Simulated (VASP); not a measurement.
# NaI (Fm-3m) in VASP: settings compared, part 3 of 3

VASP 6.6.1. Earlier steps stand in the parts before.

## Step 5: Phonons, PBEsol

Input file POSCAR:

```
NaI
1.0
    0.0000000000      3.2364000000      3.2364000000
    3.2364000000      0.0000000000      3.2364000000
    3.2364000000      3.2364000000      0.0000000000
I Na
1 1
Direct
    0.5000000000      0.5000000000      0.5000000000
    0.0000000000      0.0000000000      0.0000000000
```

Input file INCAR.step1:

```
ALGO = Fast
EDIFF = 1E-8
EDIFFG = -0.002
ENCUT = 600
GGA = PS
IBRION = 2
ISIF = 3
ISMEAR = -1
LASPH = T
LCHARG = F
LREAL = F
LWAVE = F
NELM = 100
NSW = 40
PREC = Accurate
SIGMA = 0.05
```

Input file INCAR.step2:

```
ALGO = Fast
EDIFF = 1E-8
ENCUT = 600
GGA = PS
IBRION = 8
ISIF = 2
ISMEAR = -1
LASPH = T
LCHARG = F
LREAL = F
LWAVE = F
NELM = 100
NSW = 1
PREC = Accurate
SIGMA = 0.05
```

Input file KPOINTS:

```
k-points
0
Gamma
  5 5 5
```

Potentials or basis: VASP PAW PBE potentials, release 64 (I, Na_pv).

The run is started by

```sh
$ cat potpaw_PBE.64/I/POTCAR potpaw_PBE.64/Na_pv/POTCAR > POTCAR
$ cp INCAR.step1 INCAR
$ mpirun -np 1 vasp_std > vasp.out
$ cp CONTCAR POSCAR
$ cp INCAR.step2 INCAR
$ mpirun -np 1 vasp_std > vasp.out
```

OUTCAR:

```text
EDIFF = 1E-8
   ENCUT = 600
   GGA = PS
   IBRION = 8
   ISIF = 2
   ISMEAR = -1
   LASPH = T
   LREAL = F
   NELM = 100
   NSW = 1
   PREC = Accurate

 ion  position               nearest neighbor table
   1  0.500  0.500  0.500-
   2  0.000  0.000  0.000-

  LATTYP: Found a face centered cubic cell.
 ALAT       =     6.4079897939

  Lattice vectors:

 A1 = (   0.0000000000,   3.2039948970,   3.2039948970)
[... 379 lines left out ...]
               1X          1Y          1Z          2X          2Y          2Z
  1X    -0.999919    0.000000    0.000000    0.999919    0.000000    0.000000
  1Y     0.000000   -0.999919    0.000000    0.000000    0.999919    0.000000
  1Z     0.000000    0.000000   -0.999919    0.000000    0.000000    0.999919
  2X     0.990473    0.000000    0.000000   -0.990473    0.000000    0.000000
  2Y     0.000000    0.990473    0.000000    0.000000   -0.990473    0.000000
  2Z     0.000000    0.000000    0.990473    0.000000    0.000000   -0.990473

 Eigenvectors and eigenvalues of the dynamical matrix
 ----------------------------------------------------

   1 f  =    3.529190 THz    22.174557 2PiTHz  117.721117 cm-1    14.595552 meV
             X         Y         Z           dx          dy          dz
      3.203995  3.203995  3.203995    -0.000000    0.393209   -0.000000
      0.000000  0.000000  0.000000     0.000000   -0.919449   -0.000000
[... 21 lines left out ...]
   6 f/i=    0.006055 THz     0.038046 2PiTHz    0.201981 cm-1     0.025042 meV
             X         Y         Z           dx          dy          dz
      3.203995  3.203995  3.203995    -0.231447   -0.674829    0.580022
      0.000000  0.000000  0.000000    -0.098980   -0.288596    0.248051

--------------------------------------------------------------------------------------------------------

 ELASTIC MODULI CONTR FROM IONIC RELAXATION (kBar)
 Direction    XX          YY          ZZ          XY          YZ          ZX
 --------------------------------------------------------------------------------
 XX           0.0000      0.0000      0.0000      0.0000      0.0000      0.0000
 YY           0.0000      0.0000      0.0000      0.0000      0.0000      0.0000
 ZZ           0.0000      0.0000      0.0000      0.0000      0.0000      0.0000
 XY           0.0000      0.0000      0.0000      0.0000      0.0000      0.0000
 YZ           0.0000      0.0000      0.0000      0.0000      0.0000      0.0000
 ZX           0.0000      0.0000      0.0000      0.0000      0.0000      0.0000
 --------------------------------------------------------------------------------
```

OUTCAR.step1:

```text
EDIFF = 1E-8
   EDIFFG = -0.002
   ENCUT = 600
   GGA = PS
   IBRION = 2
   ISIF = 3
   ISMEAR = -1
   LASPH = T
   LREAL = F
   NELM = 100
   NSW = 40
   PREC = Accurate

 ion  position               nearest neighbor table
[... 301 lines left out ...]
  band No.  band energies     occupation
      1     -21.2833      2.00000
      2     -21.2833      2.00000
      3     -21.2833      2.00000
      4     -10.2054      2.00000
      5       0.9315      2.00000
      6       0.9315      2.00000
      7       0.9315      2.00000
      8       4.5148      0.00000
      9       8.7754      0.00000
     10       8.7754      0.00000
     11       8.7754      0.00000
[... 153 lines left out ...]
  FREE ENERGIE OF THE ION-ELECTRON SYSTEM (eV)
  ---------------------------------------------------
  free  energy   TOTEN  =        -5.6690138742 eV

  energy  without entropy=       -5.6690138742  energy(sigma->0) =       -5.66901387

 reached required accuracy - stopping structural energy minimisation
```

OSZICAR.step1:

```text
N       E                     dE             d eps       ncg     rms          rms(c)
DAV:   1     0.840073180352E+02    0.84007E+02   -0.71588E+03   220   0.127E+03
DAV:   2     0.271716985263E+01   -0.81290E+02   -0.76613E+02   242   0.251E+02
DAV:   3    -0.545108733979E+01   -0.81683E+01   -0.80857E+01   274   0.774E+01
[... 71 lines left out ...]
RMM:   8    -0.566901398900E+01    0.14024E-06   -0.18727E-07   221   0.503E-03    0.190E-02
RMM:   9    -0.566901381048E+01    0.17851E-06   -0.36988E-07   193   0.429E-03    0.109E-02
RMM:  10    -0.566901383695E+01   -0.26469E-07   -0.35385E-07   200   0.397E-03    0.293E-03
RMM:  11    -0.566901386449E+01   -0.27542E-07   -0.45068E-08   210   0.195E-03    0.640E-04
RMM:  12    -0.566901387419E+01   -0.96982E-08   -0.16166E-08   161   0.115E-03
   4 F= -.56690139E+01 E0= -.56690139E+01  d E =-.306108E-02
```

Run time: 76 s. Hardware: 1 thread of Intel Xeon 6975P-C (Granite Rapids), shared host; peak memory 0.26 GiB.

Results:

| Property | Result |
| --- | --- |
| Relaxed volume | 32.89 Å³/atom |
| Relaxed cell | a = 4.531 Å, b = 4.531 Å, c = 4.531 Å, α = 60.00°, β = 60.00°, γ = 60.00° |
| Space group after relaxing (to 0.05 Å) | Fm-3m (No. 225) |
| Highest phonon frequency at Γ, LO-TO splitting left out | 118 cm⁻¹ |

The path:
| step | energy change (eV) | largest force (eV/Å) | pressure (GPa) | volume (Å³) |
| --- | --- | --- | --- | --- |
| 1 | 0.0000 | 0.0000 | -0.47 | 67.80 |
| 2 | -0.0022 | 0.0000 | -0.25 | 66.82 |
| 3 | -0.0031 | 0.0000 | -0.02 | 65.87 |
| 4 | -0.0031 | 0.0000 | 0.00 | 65.78 |

Final structure:
```
I Na
1.0
     0.00000    3.20399    3.20399
     3.20399    0.00000    3.20399
     3.20399    3.20399    0.00000
I Na
1 1
Cartesian
  3.2040 3.2040 3.2040
  3.2040 3.2040 0.0000
```

Phonon frequencies in cm⁻¹ (negative: imaginary):
| q point | frequencies |
| --- | --- |
| (0.000, 0.000, 0.000) | 0 0 0 118 118 118 |

Caveat: the PAW data sets were made with another functional, which shifts forces and pressure a little. The run has no spin-orbit coupling, so splittings on I are missing.

## Step 6: Elastic constants, PBEsol

POSCAR is that of step 5.

Input file INCAR.step1:

```
SYSTEM = NaI
ALGO     = Fast           ! electronic algorithm
EDIFF    = 1E-8           ! SCF threshold, eV
EDIFFG   = -0.002         ! ionic threshold
ENCUT    = 600            ! plane-wave cutoff, eV
GGA      = PS             ! functional
IBRION   = 2              ! ionic algorithm
ISIF     = 3              ! what is computed and relaxed
ISMEAR   = -1             ! smearing method
LASPH    = .TRUE.         ! aspherical terms in the spheres
LCHARG   = .FALSE.        ! write CHGCAR
LREAL    = .FALSE.        ! projectors in reciprocal space
LWAVE    = .FALSE.        ! write WAVECAR
NELM     = 100            ! most SCF steps
NSW      = 40             ! ionic steps
PREC     = Accurate       ! precision mode
SIGMA    = 0.05           ! smearing width, eV
```

Input file INCAR.step2:

```
SYSTEM = NaI
ALGO     = Fast           ! electronic algorithm
EDIFF    = 1E-8           ! SCF threshold, eV
ENCUT    = 600            ! plane-wave cutoff, eV
GGA      = PS             ! functional
IBRION   = 6              ! ionic algorithm
ISIF     = 3              ! what is computed and relaxed
ISMEAR   = -1             ! smearing method
LASPH    = .TRUE.         ! aspherical terms in the spheres
LCHARG   = .FALSE.        ! write CHGCAR
LREAL    = .FALSE.        ! projectors in reciprocal space
LWAVE    = .FALSE.        ! write WAVECAR
NELM     = 100            ! most SCF steps
NFREE    = 2            
NSW      = 1              ! ionic steps
POTIM    = 0.015          ! step
PREC     = Accurate       ! precision mode
SIGMA    = 0.05           ! smearing width, eV
```

Input file KPOINTS:

```
k-points
0
G
  5 5 5
  0 0 0
```

Potentials or basis: VASP PAW PBE potentials, release 64 (I, Na_pv).

The run is started by

```sh
$ cat potpaw_PBE.64/I/POTCAR potpaw_PBE.64/Na_pv/POTCAR > POTCAR
$ cp INCAR.step1 INCAR
$ mpirun -np 1 vasp_std > vasp.out
$ cp CONTCAR POSCAR
$ cp INCAR.step2 INCAR
$ mpirun -np 1 vasp_std > vasp.out
```

Wall time 2.9 min (1 thread of Intel Xeon 6975P-C (Granite Rapids), shared host); peak memory 0.25 GiB.

It converged, with:

| Item | Value |
| --- | --- |
| Relaxed volume | 32.89 Å³/atom |
| Relaxed cell | a = 4.531 Å, b = 4.531 Å, c = 4.531 Å, α = 60.00°, β = 60.00°, γ = 60.00° |
| Space group after relaxing (to 0.05 Å) | Fm-3m (No. 225) |
| Elastic constants C11, C12, C44 | 36, 8, 7 GPa |
| Voigt bulk modulus | 17 GPa |
| Highest phonon frequency at Γ, LO-TO splitting left out | 118 cm⁻¹ |

The path:
```csv
step,energy change (eV),largest force (eV/Å),pressure (GPa),volume (Å³)
1,0.0000,0.0000,-0.47,67.80
2,-0.0022,0.0000,-0.25,66.82
3,-0.0031,0.0000,-0.02,65.87
4,-0.0031,0.0000,0.00,65.78
```

Final structure:
```xyz
2
Lattice="0.0000 3.2040 3.2040 3.2040 0.0000 3.2040 3.2040 3.2040 0.0000" Properties=species:S:1:pos:R:3 pbc="T T T"
I     3.2040    3.2040    3.2040
Na    3.2040    3.2040    0.0000
```

Phonon frequencies in cm⁻¹ (negative: imaginary):
```tsv
q point	frequencies
(0.000, 0.000, 0.000)	0 0 0 118 118 118
```

Elastic tensor in Voigt notation (GPa, in the Cartesian axes of the cell as first typed):
```
36  8  8  0  0  0
 8 36  8  0  0  0
 8  8 36  0  0  0
 0  0  0  7  0  0
 0  0  0  0  7  0
 0  0  0  0  0  7
```

Clamped-ion elastic tensor (GPa):
```
36  8  8  0  0  0
 8 36  8  0  0  0
 8  8 36  0  0  0
 0  0  0  7  0  0
 0  0  0  0  7  0
 0  0  0  0  0  7
```

Caveat: the PAW data sets were made with another functional, which shifts forces and pressure a little.

## Step 7: G0W0 quasiparticle levels, PBE

POSCAR is that of step 6.

Input file INCAR.step1:

```
SYSTEM = NaI
PREC = Accurate
ENCUT = 450
EDIFF = 1E-8
ISMEAR = 0
SIGMA = 0.01
LREAL = .False.
LASPH = .True.
NELM = 60
ALGO = Fast
LWAVE = .True.
LCHARG = .False.
GGA = PE
```

Input file INCAR.step2:

```
SYSTEM = NaI
PREC = Accurate
ENCUT = 450
EDIFF = 1E-8
ISMEAR = 0
SIGMA = 0.01
LREAL = .False.
LASPH = .True.
NELM = 1
ALGO = Exact
LWAVE = .True.
LCHARG = .False.
GGA = PE
NBANDS = 236
LOPTICS = .True.
ISTART = 1
```

Input file INCAR.step3:

```
SYSTEM = NaI
PREC = Accurate
ENCUT = 450
EDIFF = 1E-8
ISMEAR = 0
SIGMA = 0.01
LREAL = .False.
LASPH = .True.
ALGO = EVGW0
LWAVE = .True.
LCHARG = .False.
GGA = PE
NELMGW = 1
NBANDS = 236
ENCUTGW = 100
NOMEGA = 48
PRECFOCK = Fast
ISTART = 1
NBANDSGW = 16
```

Input file INCAR.step4:

```
SYSTEM = NaI
PREC = Accurate
ENCUT = 450
EDIFF = 1E-8
ISMEAR = 0
SIGMA = 0.01
LREAL = .False.
LASPH = .True.
ALGO = BSE
LWAVE = .False.
LCHARG = .False.
GGA = PE
NBANDS = 236
ENCUTGW = 100
NBANDSO = 4
NBANDSV = 4
ANTIRES = 0
OMEGAMAX = 20
PRECFOCK = Fast
ISTART = 1
NBSEEIG = 10
```

Input file KPOINTS:

```
regular mesh
0
Gamma
  4 4 4
  0 0 0
```

Potentials or basis: VASP PAW PBE potentials, release 64 (I_GW, Na_sv_GW).

The run is started by

```sh
$ cat potpaw_PBE.64/I_GW/POTCAR potpaw_PBE.64/Na_sv_GW/POTCAR > POTCAR
$ cp INCAR.step1 INCAR
$ mpirun -np 1 vasp_std > vasp.out
$ cp INCAR.step2 INCAR
$ mpirun -np 1 vasp_std > vasp.out
$ cp INCAR.step3 INCAR
$ mpirun -np 1 vasp_std > vasp.out
$ cp INCAR.step4 INCAR
$ mpirun -np 1 vasp_std > vasp.out
```

OUTCAR:

```text
SYSTEM = NaI
   PREC = Accurate
   ENCUT = 450
   EDIFF = 1E-8
   ISMEAR = 0
   LREAL = .False.
   LASPH = .True.
   GGA = PE
   ENCUTGW = 100
   PRECFOCK = Fast
   ISTART = 1

 ion  position               nearest neighbor table
   1  0.500  0.500  0.500-
   2  0.000  0.000  0.000-

  LATTYP: Found a face centered cubic cell.
 ALAT       =     6.4728000000

  Lattice vectors:

 A1 = (   0.0000000000,   3.2364000000,   3.2364000000)
 A2 = (   3.2364000000,   0.0000000000,   3.2364000000)
 A3 = (   3.2364000000,   3.2364000000,   0.0000000000)

Analysis of symmetry for initial positions (statically):
=====================================================================
 Subroutine PRICEL returns:
 Original cell was already a primitive cell.

 Routine SETGRP: Setting up the symmetry group for a
 face centered cubic supercell.

 Subroutine GETGRP returns: Found 48 space group operations
 (whereof 48 operations were pure point group operations)
 out of a pool of 48 trial point group operations.

The static configuration has the point symmetry O_h .

Analysis of symmetry for dynamics (positions and initial velocities):
[... 94 lines left out ...]
   EDIFF  = 0.1E-07   stopping-criterion for ELM
   LREAL  =      F    real-space projection
   EDIFFG = 0.1E-06   stopping-criterion for IOM
   NSW    =      0    number of steps for IOM
   IBRION =     -1    ionic relax: 0-MD 1-quasi-New 2-CG
   NFREE  =      0    steps in history (QN), initial steepest desc. (CG)
   ISIF   =      0    stress and relaxation
   ISYM   =      3    0-nonsym 1-usesym 2-fastsym
   POTIM  = 0.5000    time-step for ionic-motion
   TEBEG  =    0.0;   TEEND  =   0.0 temperature during run
   PSTRESS=    0.0 pullay stress
   NELECT =      16.0000    total number of electrons
   NUPDOWN=      -1.0000    fix difference up-down
   EMIN   =  10.00;   EMAX   =-10.00  energy-range for DOS
   EFERMI =   0.00;   METHOD = LEGACY
   ISMEAR =     0;   SIGMA  =   0.01  broadening in eV -4-tet -1-fermi 0-gaus
   EFERMI_NEDOS =   21; number of points for ismear=-14 and -15
   IALGO  =     38    algorithm
   IMIX   =      4    mixing-type and parameters
     AMIX     =   0.40;   BMIX     =  1.00
     AMIX_MAG =   1.60;   BMIX_MAG =  1.00
  volume/ion in A,a.u.               =      33.90       228.76
  Fermi-wavevector in a.u.,A,eV,Ry     =   1.011679  1.911796 13.925480  1.023494
  Thomas-Fermi vector in A             =   2.144743
   LORBIT       =      0    0 simple, 1 ext, 2 COOP (PROOUT), +10 PAW based schemes
   GGA     = PE    functional components
   LHFCALC =     T    Hartree Fock is set to
   PRECFOCK=fast      Normal, Fast or Accurate (Low or Medium for compatibility)
   ENCUT4O =  -1.0   cutoff for four orbital integrals eV
   NKREDX  =     1    reduce k-point grid by
   NKREDY  =     1    reduce k-point grid by
   NKREDZ  =     1    reduce k-point grid by
   AEXX    =    1.0000 exact exchange contribution
   HFSCREEN=    0.0000 screening length (either q_TF or 0.3 A-1)
   HFSCREENC=   0.0000 screening length for correlation (either q_TF or 0.3 A-1)
   ENCUTFOCK=  -1.0 apply spherical cutoff to Coloumb kernel
   IVDW    =     0    specifies the selected vdW correction
   LEPSILON=     F    determine dielectric tensor
   LRPA    =     F    only Hartree local field effects (RPA)
   LRPAFORCE           =     F    calculate RPA forces
   ENCUTGW             = 100.0    cutoff for response function in eV
   ENCUTGWSOFT         =  80.0    soft cutoff for Coulomb kernel in GW response function in eV
   ENCUTLF             =  -1.0    cutoff for local field effects
   NELMGW              =     1    number of iterations in solving QP/BSE equation
   NELMHF              =     1    number of iterations in the inner HF iteration
   NKREDLFX            =     1    NKREDLFY  =   1   NKREDLFZ  =   1
 non-spin polarized calculation
 Gauss-broadening in eV      SIGMA  =   0.01
  energy-cutoff  :      450.00
  volume of cell :       67.80
 maximum number of plane-waves:      1480
  NGX = 18; NGY = 18; NGZ = 18
   NGX = 15   NGY = 15   NGZ = 15
 maximum number of plane-waves:       169
 NGX is ok and might be reduce to    18

 BSE (scaLAPACK) attempting allocation of   0.013 Gbyte  rank=    901

=======================================================================
```

OUTCAR.step1:

```text
SYSTEM = NaI
   PREC = Accurate
   ENCUT = 450
   EDIFF = 1E-8
   ISMEAR = 0
   LREAL = .False.
   LASPH = .True.
[... 323 lines left out ...]
      3.23640      3.23640      3.23640         0.000000      0.000000     -0.000000
      0.00000      0.00000      0.00000        -0.000000     -0.000000      0.000000
 -----------------------------------------------------------------------------------
    total drift:                                0.000000     -0.000000     -0.000000

  FREE ENERGIE OF THE ION-ELECTRON SYSTEM (eV)
  ---------------------------------------------------
  free  energy   TOTEN  =        -7.4613134757 eV

  energy  without entropy=       -7.4613134757  energy(sigma->0) =       -7.46131348
```

Wall time 3.1 min (1 thread of Intel Xeon 6975P-C (Granite Rapids), shared host); peak memory 0.58 GiB.

Results:

```
Band gap on the k mesh, mean-field level : 3.63 eV, direct
Quasiparticle gap                        : 5.70 eV
Least direct quasiparticle gap           : 5.70 eV
```

Levels at points of the mesh, in eV from the valence-band top:
| k point | band 6 | band 7 | band 8 | band 9 | band 10 | band 11 |
| --- | --- | --- | --- | --- | --- | --- |
| (0.00, 0.00, 0.00) | 0.00 | 0.00 | 0.00 | 3.63 | 7.96 | 7.96 |
| (0.50, 0.00, 0.00) | -2.18 | -0.28 | -0.28 | 5.09 | 7.46 | 7.46 |
| (0.50, 0.50, 0.00) | -1.90 | -0.74 | -0.74 | 4.50 | 5.56 | 9.87 |

Dielectric function (mean over the directions given):
| energy (eV) | real part | imaginary part |
| --- | --- | --- |
| 0.32 | 3.35 | 0.00 |
| 0.80 | 3.38 | 0.01 |
| 1.28 | 3.44 | 0.01 |
| 1.76 | 3.52 | 0.02 |
| 2.32 | 3.68 | 0.03 |
| 2.80 | 3.88 | 0.05 |
| 3.28 | 4.17 | 0.07 |
| 3.76 | 4.63 | 0.13 |
| 4.32 | 5.78 | 0.36 |
| 4.80 | 7.74 | 6.16 |
| 5.29 | 5.22 | 0.86 |
| 5.85 | 13.89 | 7.17 |
| 6.33 | -0.58 | 2.57 |
| 6.81 | 2.11 | 2.23 |
| 7.29 | -1.11 | 11.15 |
| 7.85 | -2.02 | 4.89 |
| 8.33 | 0.69 | 1.18 |
| 8.81 | 0.85 | 2.86 |
| 9.37 | -0.19 | 3.63 |
| 9.85 | -1.18 | 3.18 |
| 10.33 | -2.54 | 1.88 |
| 10.81 | -2.08 | 1.96 |
| 11.37 | -2.00 | 0.76 |
| 11.85 | -1.09 | 0.29 |
| 12.33 | -0.77 | 0.09 |
| 12.89 | -0.42 | 0.05 |
| 13.37 | -0.22 | 0.04 |
| 13.85 | -0.07 | 0.03 |
| 14.33 | 0.05 | 0.02 |
| 14.89 | 0.17 | 0.02 |
| 15.38 | 0.25 | 0.02 |
| 15.86 | 0.32 | 0.01 |
| 16.42 | 0.40 | 0.02 |
| 16.90 | 0.46 | 0.09 |
| 17.38 | 0.45 | 0.04 |
| 17.86 | 0.50 | 0.05 |
| 18.42 | 0.58 | 0.16 |
| 18.90 | 0.54 | 0.06 |
| 19.38 | 0.53 | 0.02 |
| 19.94 | 0.58 | 0.01 |

Lowest excitation energies (eV) and strengths:
```csv
energy,strength
4.847,8.42
4.847,8.42
4.847,8.41
5.993,26.3
5.993,26.3
5.993,26.3
6.273,0
6.274,0
6.274,0
6.301,0
```

Caveat: the k mesh is coarse (spacing up to 0.42 Å⁻¹), so the values aren't converged; the cutoff is under 1.25 times the usual one of these potentials, so pressure, stress and relaxed cells hold a basis-set (Pulay) error; bands, screening cutoff and mesh are small and nothing is extrapolated, so the quasiparticle values aren't converged; spectra need much finer meshes, so this one isn't converged; spin-orbit coupling is left out, which moves the levels of the heavy elements.

## Step 8: Against experiment

Step 4. A measured high-frequency dielectric constant of NaI is 3.01 (a printed reference work, monograph); the calculated 3.37 misses it by +12.0 %.
